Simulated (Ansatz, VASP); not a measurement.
**Ga4S in VASP and in Ansatz**

```
Ga S
1.0
     4.89091    0.00000    0.00000
     0.00000    4.89091    0.00000
     0.00000    0.00000    4.89091
Ga S
4 1
Direct
  0.00000 0.00000 0.00000
  0.50000 0.50000 0.00000
  0.50000 0.00000 0.50000
  0.00000 0.50000 0.50000
  0.50000 0.50000 0.50000
```

Change from the starting cell: species swapped into the Mn4N type (Pm-3m, No. 221).

Alike in both runs: task relaxation of cell and atoms; functional PBE; k mesh 8 × 8 × 8; occupations gaussian, width 0.1 eV; no spin polarisation.

|  | VASP | Ansatz |
| --- | --- | --- |
| version | VASP 6.6.1 | Ansatz 0.2.0 |
| potentials or method | VASP PAW PBE potentials, release 64 (Ga_d, S) | scalar-relativistic, plane waves, PAW |
| plane-wave cutoff (eV) | 600 | 420 |
| valence electrons in the cell | 58 | 58 |

```tsv
	VASP	Ansatz	Ansatz less VASP
gap on the k mesh at the Fermi level, each at its own relaxed structure (eV)	none	none	-
relaxed volume (Å³/atom)	24.95	24.91	-0.043
relaxed cell length with the largest relative difference (Å)	4.997	4.994	-0.0029
energy change over the relaxation (meV/atom)	-8	-7	+0.5
```

A gap of «none» marks a metal or a gap that the smearing closes.
